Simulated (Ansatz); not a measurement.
The system is Sn.

```
CELL_PARAMETERS angstrom
-2.94014 2.94014 1.59930
2.94014 -2.94014 1.59930
2.94014 2.94014 -1.59930
ATOMIC_POSITIONS crystal
Sn 0.00000 0.00000 0.00000
Sn 0.75000 0.25000 0.50000
```

Base run:

- Program: Ansatz 0.2.0
- Functional: RPBE
- Potentials or basis: Ansatz PAW
- Cutoff: 420 eV (not typed: the program's choice for these potentials)
- k mesh: 9 × 9 × 9
- Occupations: gaussian, width 0.1 eV
- Spin: no spin polarisation

Its results: band gap on the k mesh none (metal or under the smearing width); pressure 2.9 GPa.

Problem. The run is repeated on the same cell with these changes: functional from RPBE to LDA; occupations from gaussian, width 0.1 eV to gaussian, width 0.02 eV. What comes out?

Solution. Band gap on the k mesh none (metal or under the smearing width); pressure -2.8 GPa.

Caveats: the PAW data sets come from PBE, with cores solved anew for the run's functional, which leaves a small shift of forces and pressure.
